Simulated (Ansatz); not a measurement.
We consider rutile GeO2, described by PBE+SOC in Ansatz (plane waves, PAW).

Numerical settings: plane-wave cutoff 520 eV, 8×8×12 k mesh (along the axes of the cell as run), Fermi–Dirac smearing 0.01 eV, PAW data made under PBE.

Cell (measured lattice):

GeO2 is taken in the tetragonal space group P4₂/mnm (No. 136), the rutile structure, Pearson symbol tP6. Lattice parameters: a = b = 4.397 Å, c = 2.863 Å, α = β = γ = 90.00°. Ge on 2a is surrounded by 6 O at 1.874–1.900 Å (octahedral). O on 4f is coordinated by 3 Ge at 1.874–1.900 Å (trigonal planar). (Neighbours: up to the widest gap in distance over summed covalent radii, below 1.35, at either atom.)

### Question
What does this level give for the band gap?

### Answer

- band gap = 1.91 eV (direct)

Measured, for comparison: band gap 4.68 eV (temperature not stated, no zero-point or thermal correction, direct (forbidden), UV absorption; as tabulated in Mengle et al. (2019), arXiv:1905.10301). Computed (rounded) less measured: band gap -2.77 eV.

Note: cell and atoms aren't relaxed at this level (largest force component 0.05 eV/Å, pressure 13.3 GPa).

The computed numbers hold no vibrational or temperature effects.

Cost on a shared machine: roughly 110 core-seconds.

Ansatz is a first-principles code.
